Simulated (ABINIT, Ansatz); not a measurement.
# LiBr (Fm-3m): G0W0 on several meshes in ABINIT, part 2 of 2

Wanted: mesh dependence and cost of G0W0 for LiBr (Fm-3m).

ABINIT 10.8.3; PBE and many-body steps on it, plane waves. Known limits of the many-body steps: not at the basis limit; no spin-orbit coupling; coarse k mesh.

So far. Step 4 (6×6×6): The gap on the mesh goes from 4.94 eV to 7.15 eV, a correction of +2.21 eV. Step 5 (Empty states on the mesh, 4×4×4 mesh, 321 bands): On this mesh the gap is 4.938 eV.

## Step 6: Screening, 4×4×4 mesh, 313 bands, screening to 283 eV

This step: RPA screening on PBE, plane waves, norm-conserving pseudopotentials.

File run.abi:

```
acell 3*1.0 Angstrom
rprim 
  0.000000000000 2.750650000000 2.750650000000
  2.750650000000 0.000000000000 2.750650000000
  2.750650000000 2.750650000000 0.000000000000
ntypat 2
znucl 3 35
natom 2
typat 1 2
xred 
  0.000000000000 0.000000000000 0.000000000000
  0.500000000000 0.500000000000 0.500000000000
pp_dirpath "pseudos"
pseudos "Li.upf, Br.upf"
ecut 33
ngkpt 4 4 4
nshiftk 1
shiftk 0 0 0
kptopt 1
chksymbreak 0
istwfk *1
occopt 1
irdwfk 1
optdriver 3
nband 313
ecuteps 10.4
inclvkb 2
awtr 1
symchi 1
indata_prefix "in"
outdata_prefix "out"
tmpdata_prefix "tmp"
```

The run is started by

```sh
> OMP_NUM_THREADS=1 mpirun -n 8 abinit run.abi > log
```

Log:

```text
.Version 10.8.3 of ABINIT. v10.8.2 released Aug 2026.

 Symmetries : space group Fm -3 m (#225); Bravais cF (face-center cubic)
[... echo of the input left out ...]
== DATASET  1 ==================================================================
-   mpi_nproc: 8, omp_nthreads: 1 (-1 if OMP is not activated)

--- !DatasetInfo
iteration_state: {dtset: 1, }
dimensions: {natom: 2, nkpt: 8, mband: 313, nsppol: 1, nspinor: 1, nspden: 1, mpw: 2637, }
cutoff_energies: {ecut:  33.0, pawecutdg:  -1.0, }
electrons: {nelect:   1.00000000E+01, charge:   0.00000000E+00, occopt:   1.00000000E+00, tsmear:   1.00000000E-02, }

 SCREENING: Calculation of the susceptibility and dielectric matrices

 Based on a program developped by R.W. Godby, V. Olevano, G. Onida, and L. Reining.
 Incorporated in ABINIT by V. Olevano, G.-M. Rignanese, and M. Torrent.
.Using double precision arithmetic ; gwpc =  8

[... cell and pseudopotentials left out ...]
--------------------------------------------------------------------------------

 ==== K-mesh for the wavefunctions ====
 Number of points in the irreducible wedge :     8
[... list of points left out ...]
 Together with 48 symmetry operations and time-reversal symmetry
 yields    64 points in the full Brillouin Zone.

 ==== Q-mesh for the screening function ====
 Number of points in the irreducible wedge :     8
[... list of points left out ...]
 Together with 48 symmetry operations and time-reversal symmetry
 yields    64 points in the full Brillouin Zone.

 setmesh: FFT mesh size selected  =    30x   30x   30
          total number of points  =        27000

 vcoul_init : cutoff-mode = AUXILIARY_FUNCTION
 q-points for optical limit:   1
     1)      0.000010    0.000020    0.000030

- screening: taking advantage of time-reversal symmetry
- Maximum band index for partially occupied states nbvw = 5
- Remaining bands to be divided among processors   nbcw = 308
- Number of bands treated by each node ~38

 Number of electrons calculated from density =   10.0000; Expected =   10.0000
 average of density, n =  0.035601
 r_s =    1.8857
 omega_plasma =   18.2008 [eV]

 calculating chi0 at frequencies [eV] :
  1    0.000000E+00    0.000000E+00
  2    0.000000E+00    1.820075E+01

--------------------------------------------------------------------------------
  q-point number  1        q = ( 0.000000, 0.000000, 0.000000) [r.l.u.]
--------------------------------------------------------------------------------
[... chi0 elements left out ...]
 For q-point:  0.000010 0.000020 0.000030
  dielectric constant =   3.3398
  dielectric constant without local fields =   3.9520

  Average fulfillment of the sum rule on Im[epsilon] for q-point    1 :     98.44  [%]
[... wings left out ...]
  q-point number  2        q = ( 0.250000, 0.000000, 0.000000) [r.l.u.]
--------------------------------------------------------------------------------
[... chi0 elements left out ...]
  Average fulfillment of the sum rule on Im[epsilon] for q-point    2 :    101.77  [%]

 [... 6 further q-points ...]
```

The job ended after 84 s (8 MPI ranks of Arm Neoverse N1, shared host; peak memory 2.1 GiB).

Numbers from this step:

```
ε∞ with local fields, on this mesh, along the program's q direction : 3.340
the same without local fields                                       : 3.952
plasma frequency                                                    : 18.20 eV
plane waves in the screening matrix                                 : 459
```

## Step 7: 4×4×4

This step: G0W0 on PBE, plane waves, norm-conserving pseudopotentials.

Edit run.abi of step 6 so:

```diff
@@ -23,8 +23,15 @@
 irdwfk 1
-optdriver 3
+optdriver 4
 nband 313
+gwcalctyp 0
+ecutsigx 33
+symsigma 1
+nkptgw 1
+kptgw 
+  0.0000000000 0.0000000000 0.0000000000
+bdgw 
+  3 9
 ecuteps 10.4
-inclvkb 2
-awtr 1
-symchi 1
+irdscr 1
+ppmodel 1
 indata_prefix "in"
```

Log:

```text
.Version 10.8.3 of ABINIT. v10.8.2 released Aug 2026.

 Symmetries : space group Fm -3 m (#225); Bravais cF (face-center cubic)
[... echo of the input left out ...]
== DATASET  1 ==================================================================
-   mpi_nproc: 8, omp_nthreads: 1 (-1 if OMP is not activated)

--- !DatasetInfo
iteration_state: {dtset: 1, }
dimensions: {natom: 2, nkpt: 8, mband: 313, nsppol: 1, nspinor: 1, nspden: 1, mpw: 2637, }
cutoff_energies: {ecut:  33.0, pawecutdg:  -1.0, }
electrons: {nelect:   1.00000000E+01, charge:   0.00000000E+00, occopt:   1.00000000E+00, tsmear:   1.00000000E-02, }

 SIGMA: Calculation of the GW corrections

 Based on a program developped by R.W. Godby, V. Olevano, G. Onida, and L. Reining.
 Incorporated in ABINIT by V. Olevano, G.-M. Rignanese, and M. Torrent.
.Using double precision arithmetic ; gwpc =  8

[... cell and pseudopotentials left out ...]
--------------------------------------------------------------------------------

 ==== K-mesh for the wavefunctions ====
 Number of points in the irreducible wedge :     8
[... list of points left out ...]
 Together with 48 symmetry operations and time-reversal symmetry
 yields    64 points in the full Brillouin Zone.

 ==== Q-mesh for screening function ====
 Number of points in the irreducible wedge :     8
[... list of points left out ...]
 Together with 48 symmetry operations and time-reversal symmetry
 yields    64 points in the full Brillouin Zone.

 vcoul_init : cutoff-mode = AUXILIARY_FUNCTION
 q-points for optical limit:   1
     1)      0.000010    0.000020    0.000030
 setmesh: FFT mesh size selected  =    40x   40x   40
          total number of points  =        64000

 Number of electrons calculated from density =   10.0000; Expected =   10.0000
[...]
number of q-points in BZ                           64
 number of frequencies for dSigma/dE                 9
 frequency step for dSigma/dE [eV]                0.25
 number of omega for Sigma on real axis              0
 max omega for Sigma on real axis  [eV]           0.00
 zcut for avoiding poles [eV]                     0.10

 EPSILON^-1 parameters (SCR file):
 dimension of the eps^-1 matrix on file            459
 dimension of the eps^-1 matrix used               459
 number of plane-waves for wavefunctions          2637
 number of bands                                   313
 number of q-points in IBZ                           8
 number of frequencies                               2
 number of real frequencies                          1
 number of imag frequencies                          1

 matrix elements of self-energy operator (all in [eV])

 Perturbative Calculation

--- !SelfEnergy_ee
iteration_state: {dtset: 1, }
kpoint     : [   0.000,    0.000,    0.000, ]
spin       : 1
KS_gap     :    4.938
QP_gap     :    7.138
Delta_QP_KS:    2.200
data: !SigmaeeData |
     Band     E0 <VxcDFT>   SigX SigC(E0)      Z dSigC/dE  Sig(E)    E-E0       E
        3   0.621 -13.199 -16.749   1.555   0.805  -0.242 -14.804  -1.605  -0.984
        4   0.621 -13.199 -16.749   1.555   0.805  -0.242 -14.804  -1.605  -0.984
        5   0.621 -13.199 -16.749   1.555   0.805  -0.242 -14.804  -1.605  -0.984
        6   5.559  -8.498  -4.276  -3.513   0.839  -0.192  -7.903   0.595   6.154
        7  11.140  -8.410  -3.721  -3.787   0.832  -0.202  -7.659   0.751  11.891
        8  11.140  -8.410  -3.721  -3.787   0.832  -0.202  -7.659   0.751  11.891
        9  11.140  -8.410  -3.721  -3.787   0.832  -0.202  -7.659   0.751  11.891

== END DATASET(S) ==============================================================
================================================================================

 -outvars: echo values of variables after computation  --------
           etotal      0.0000000000E+00
            nband         313
             nkpt           8
          spgroup         225
 [... the other variables as echoed above ...]

 Calculation completed.
```

The job ended after 42 s (8 MPI ranks; peak memory 2.6 GiB; 5.5 min of CPU time).

Numbers from this step:

```
G0W0 gap on the points computed              : 7.138 eV
starting gap on the mesh                     : 4.938 eV
k of the valence top                         : 0, 0, 0
k of the conduction bottom                   : 0, 0, 0
Z at the valence top                         : 0.805
Z at the conduction bottom                   : 0.839
least direct G0W0 gap on the computed points : 7.138 eV
```

Against G0W0 in ABINIT (6×6×6 mesh, 313 bands, screening to 283 eV, Godby-Needs plasmon pole), the gap moves by −0.015 eV.

## Step 8: Side by side

Times are wall times on 8 MPI ranks of Arm Neoverse N1, shared host, good to a factor of about two. A run's time includes the screening step that it read.

| run | mesh | bands | screening cutoff (eV) | DFT gap (eV) | gap on the mesh (eV) | direct (eV) | ε∞ used | time |
| --- | --- | --- | --- | --- | --- | --- | --- | --- |
| 6×6×6 | 6×6×6 | 313 | 283 | 4.938 | 7.153 | 7.153 | 3.17 | 15 min |
| 4×4×4 | 4×4×4 | 313 | 283 | 4.938 | 7.138 | 7.138 | 3.34 | 2.1 min |

## Step 9: Results

| Item | Value |
| --- | --- |
| 6×6×6 | 7.153 eV |
| 4×4×4 | 7.138 eV |
| known limits | not at the basis limit; no spin-orbit coupling; coarse k mesh |

**Reading.** 4×4×4: −0.015 eV against 6×6×6. Bands and cutoff are finite, so the gap is not at the basis limit. The miss can reach some tenths of an eV and take either sign; the mesh is an error of its own. In the G0W0 runs levels were corrected at 1 k point alone, so a gap called «on the mesh» is the least over those, and an edge elsewhere would be missed. The many-body steps are scalar-relativistic: spin-orbit coupling is not in them.

[Paths, hosts, dates, memory and timing lines, banners, echoed tables and standing remarks are left out of the program output.]

[Logs are printed without paths, hosts, clocks, repeated set-up lines and the standing remarks that a program may print on its own settings, such as how far it seeks lower states.]

[Runs of the session that timed out or met a known fault of the program may be left out.]

[Hosts, paths, dates, database ids (printed as entryN), source tags and the programs' standing remarks are cut or masked in the printed files.]

[G0W0 gaps are taken among the corrected bands and points alone; a level outside them can change the order at an edge.]

[Where Ansatz stands beside ABINIT at settings called matched, ABINIT's density can come from a denser mesh and the files from another edition; pairs whose starting gaps differed by over 0.03 eV were left out, so agreement reads better than it is.]
